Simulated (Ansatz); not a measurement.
# Si (Fm-3m): an equation of state far from equilibrium

The task here is to estimate one member of a computed series from the others.

Program: Ansatz 0.2.0. Level of theory: DFT r²SCAN, scalar-relativistic, plane waves, PAW. These are calculated values, not measurements.

## Starting point

The structure is cubic, space group Fm-3m (No. 225). Conventional cell: a = 3.801 Å, b = 3.801 Å, c = 3.801 Å, α = 90.00°, β = 90.00°, γ = 90.00°. Si (site symmetry m-3m) is surrounded by 12 Si at 2.69 Å.

Coordinates:

```
CELL_PARAMETERS angstrom
0.00000 1.90075 1.90075
1.90075 0.00000 1.90075
1.90075 1.90075 0.00000
ATOMIC_POSITIONS crystal
Si 0.00000 0.00000 0.00000
```

An earlier run at r²SCAN left this cell at 13.734 Å³/atom and 0.06 GPa (20×20×20 mesh).

The first run:

The input, input.yaml:

```yaml
crystal:
  lattice:
    - [0.0, 1.8750601398, 1.8750601398]
    - [1.8750601398, 0.0, 1.8750601398]
    - [1.8750601398, 1.8750601398, 0.0]
  atoms:
    - { symbol: Si, position: [0.0, 0.0, 0.0] }
basis:
  ecutwfc: 500
  ecutrho_ratio: 4
kpoints:
  mp_grid: { grid: [20, 20, 20] }
hamiltonian:
  xc: r2scan
scf:
  occupations: { method: gaussian, width: 0.05 }
output:
  forces: true
  stress: true
  eigenvalues: true
```

Started as:

```sh
> ansatz run input.yaml --threads 1 --pin off --max-ram 2560MiB --backend cpu --events-out ev --progress --plain --runs-dir out
```

Steps of the session up to this table: Volume × 0.96; Volume × 1.04; Volume × 0.92; Volume × 0.88; Volume × 0.84; Volume × 0.8; Volume × 0.76; Volume × 0.72; Volume × 0.68; Volume × 0.64.

One table of the session follows, with a row left open; its other results are not shown here.

| volume (Å³/atom) | energy above the lowest (meV/atom) | pressure (GPa) |
| --- | --- | --- |
| 8.790 | 1161.6 | 115.8 |
| 9.339 | 816.5 | 86.0 |
| 9.889 | 561.2 | 63.8 |
| 10.438 | 373.7 | 46.5 |
| 10.987 | ? | ? |
| 11.537 | 140.4 | 23.9 |
| 12.086 | 71.0 | 15.5 |
| 12.635 | 28.8 | 9.2 |
| 13.185 | 6.6 | 4.0 |
| 13.734 | 0.0 | 0.1 |
| 14.284 | 5.2 | -2.9 |

Estimate the missing values for volume (Å³/atom) = 10.987.

Worked estimate for «energy above the lowest (meV/atom)». A straight line through the neighbours (10.438, 373.7) and (11.537, 140.4) gives 373.7 + (140.4 − 373.7) × (10.987 − 10.438) / (11.537 − 10.438) = 257.2; a parabola fitted to 4 rows on both sides gives 237.5.

The run gave: energy above the lowest (meV/atom): 237.6; pressure (GPa): 33.4. In «energy above the lowest (meV/atom)» the line misses by +19.6 and the parabola by -0.1.

Caveats from the session: The k mesh is not the same at all volumes. Other structures may be lower in enthalpy at these pressures.
